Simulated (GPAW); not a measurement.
Crystal: SnSe2.

```
CELL_PARAMETERS angstrom
3.81100 0.00000 0.00000
-1.90550 3.30042 0.00000
0.00000 0.00000 6.13600
ATOMIC_POSITIONS crystal
Sn 0.00000 0.00000 0.00000
Se 0.66667 0.33333 0.75100
Se 0.33333 0.66667 0.24900
```

Base run:

| Quantity | Value |
| --- | --- |
| Program | GPAW 26.7.0 |
| Functional | PBE |
| Potentials or basis | GPAW PAW data sets (gpaw-data 1.2.1) |
| Cutoff | 500 eV |
| Basis | pw |
| k mesh | 7 × 7 × 4 |
| Occupations | fermi-dirac, width 0.05 eV |
| Spin | no spin polarisation |

Its results: band gap on the k mesh 0.82 eV, indirect (least direct gap 1.11 eV); pressure 5.1 GPa; largest force 0.761 eV/Å.

**Question.** The run is repeated on the same cell with these changes: functional from PBE to PBEsol; potentials or basis from GPAW PAW data sets (gpaw-data 1.2.1) to PAW data sets generated in the run's folder for this functional; cutoff from 500 eV to 600 eV. What comes out?

**Answer.** Band gap on the k mesh 0.74 eV, indirect (least direct gap 1.01 eV); pressure 2.3 GPa; largest force 0.574 eV/Å.

Caveats: spin-orbit coupling is left out, which moves the levels of the heavy elements; this functional lacks dispersion, which binds the layers, so the pressure and a relaxed spacing across them are unreliable; the cutoff is short for stress and forces, so pressures can be off by a GPa or more (some runs); an odd mesh through Γ misses points on the zone boundary, where band edges often lie (some runs).
